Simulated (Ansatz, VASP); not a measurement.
# Two plane-wave programs on Tl

File INCAR:

```
SYSTEM = Tl
PREC = Accurate
ENCUT = 520
EDIFF = 1E-8
ISMEAR = -1
SIGMA = 0.05
LREAL = .FALSE.
LASPH = .TRUE.
NELM = 100
ALGO = Normal
ISIF = 2
LWAVE = .FALSE.
LCHARG = .FALSE.
GGA = PS
LEFG = .TRUE.
NBANDS = 12
```

KPOINTS

```
Automatic mesh
0
G
  13 13 13
  0 0 0
```

File POSCAR:

```
Tl
1.0
   -1.9665424028      1.9665424028      1.9665424028
    1.9665424028     -1.9665424028      1.9665424028
    1.9665424028      1.9665424028     -1.9665424028
Tl
1
Direct
    0.0000000000      0.0000000000      0.0000000000
```

Input for Ansatz:

```yaml
crystal:
  lattice:
    - [-1.9665424028, 1.9665424028, 1.9665424028]
    - [1.9665424028, -1.9665424028, 1.9665424028]
    - [1.9665424028, 1.9665424028, -1.9665424028]
  atoms:
    - { symbol: Tl, position: [0.0, 0.0, 0.0] }
kpoints:
  mp_grid: { grid: [13, 13, 13] }
scf:
  occupations: { method: fermi_dirac, width: 0.05 }
hamiltonian:
  xc: pbesol
  pseudopotentials: { kind: paw }
output:
  forces: true
  stress: true
  eigenvalues: true
  efg: { contact_densities: true }
```

Change from the starting cell: functional pbesol, volume scaled by 1.04, PAW files.

Alike in both runs: task electric field gradients; functional PBEsol; k mesh 13 × 13 × 13; occupations fermi-dirac, width 0.05 eV; no spin polarisation.

```csv
,VASP,Ansatz
version,VASP 6.6.1,Ansatz 0.2.0
potentials or method,"VASP PAW PBE potentials, release 64 (Tl_d)","PAW with Ansatz's default frozen-core files, scalar-relativistic"
plane-wave cutoff (eV),520,420
valence electrons in the cell,13,13
```

```tsv
	VASP	Ansatz	Ansatz less VASP
pressure (GPa)	-1.9	-1.9	+0.06
Vzz of the field gradient on the site that differs most (V/Å²)	0.0	0.0	0.00
```

Ansatz warned: «gradients_without_spin_orbit».

Caveats: the PAW data sets were made with another functional, which shifts forces and pressure a little (VASP). The runs have no spin-orbit coupling, so splittings on Tl are missing.
